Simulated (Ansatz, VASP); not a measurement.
**Cl in VASP and in Ansatz**

```
CELL_PARAMETERS angstrom
7.91046 0.00000 0.00000
0.00000 7.91046 0.00000
0.00000 0.00000 7.91046
ATOMIC_POSITIONS crystal
Cl 0.64470 0.47315 0.96712
Cl 0.66378 0.39725 0.72802
Cl 0.87603 0.19674 0.25153
Cl 0.99481 0.05746 0.07933
Cl 0.74475 0.85214 0.48621
Cl 0.61709 0.75040 0.29479
Cl 0.40917 0.94965 0.80650
Cl 0.31548 0.91123 0.57648
Cl 0.22023 0.40079 0.58601
Cl 0.28636 0.40606 0.34225
Cl 0.08209 0.62591 0.09628
Cl 0.05558 0.63472 0.84499
```

Alike in both runs: functional PBEsol; k mesh 1 × 1 × 1; occupations fermi-dirac, width 0.05 eV; no spin polarisation.

Ansatz relaxed the structure, and its values are those at the end. VASP's run is a single point on that final structure, the one shown.

|  | VASP | Ansatz |
| --- | --- | --- |
| version | VASP 6.6.1 | Ansatz 0.2.0 |
| potentials or method | VASP PAW PBE potentials, release 64 (Cl) | scalar-relativistic, plane waves, PAW |
| plane-wave cutoff (eV) | 520 | 420 |
| valence electrons in the cell | 84 | 84 |

```tsv
	VASP	Ansatz	Ansatz less VASP
rms of the force components (eV/Å)	0.119	0.065	-0.0548
```

With one functional, cell and mesh, what is left measures potentials, basis and numerics.

Caveats: the PAW data sets were made with another functional, which shifts forces and pressure a little (VASP).
